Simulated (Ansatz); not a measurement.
# B: the cost of one run

Method: DFT PBE, scalar-relativistic, plane waves, PAW, in Ansatz 0.2.0.

### 1 The starting structure

It takes space group Fdd2 (No. 43, orthorhombic). Conventional cell: a = 6.312 Å, b = 9.405 Å, c = 4.789 Å, α = 90.00°, β = 90.00°, γ = 90.00°. B (site symmetry 1) has 3 B at 1.60 to 1.62 Å as nearest neighbours. B (site symmetry 1) is surrounded by 4 B at 1.60 to 1.62 Å.

As a file:

```
CELL_PARAMETERS angstrom
0.00000 4.70267 2.39453
3.15593 0.00000 2.39453
3.15593 4.70267 0.00000
ATOMIC_POSITIONS crystal
B 0.94831 0.43712 0.95885
B 0.43712 0.94831 0.65572
B 0.29115 0.59428 0.30169
B 0.59428 0.29115 0.81288
B 0.86962 0.56482 0.70640
B 0.56482 0.86962 0.85917
B 0.54360 0.39083 0.38038
B 0.39083 0.54360 0.68518
```

Recipe of the guess: 3-, 4-connected net of one element (Fdd2, No. 43). Its size is a rough estimate.

### 2 A first look at the guess

input.yaml

```yaml
crystal:
  lattice:
    - [0.0, 4.70267393, 2.39453326]
    - [3.15592534, 0.0, 2.39453326]
    - [3.15592534, 4.70267393, 0.0]
  atoms:
    - { symbol: B, position: [0.94830714, 0.43712242, 0.95885063] }
    - { symbol: B, position: [0.43712242, 0.94830714, 0.65571981] }
    - { symbol: B, position: [0.29114937, 0.59428019, 0.30169286] }
    - { symbol: B, position: [0.59428019, 0.29114937, 0.81287758] }
    - { symbol: B, position: [0.86961881, 0.56481522, 0.70639898] }
    - { symbol: B, position: [0.56481522, 0.86961881, 0.85916699] }
    - { symbol: B, position: [0.54360102, 0.39083301, 0.38038119] }
    - { symbol: B, position: [0.39083301, 0.54360102, 0.68518478] }
basis:
  ecutwfc: 420
kpoints:
  mp_grid: { grid: [6, 6, 6] }
hamiltonian:
  xc: pbe
scf:
  occupations: { method: gaussian, width: 0.1 }
  lower_state_search: "off"
output:
  forces: true
  stress: true
  eigenvalues: true
```

The run is started by

```bash
> ansatz run input.yaml --threads 1 --pin off --max-ram 2560MiB --backend cpu --events-out ev --progress --plain --runs-dir out
```

Q: Estimate wall time and peak memory on 1 thread of Arm Neoverse V1, shared host.

About 5.9 s, with a peak of 0.3 GiB.
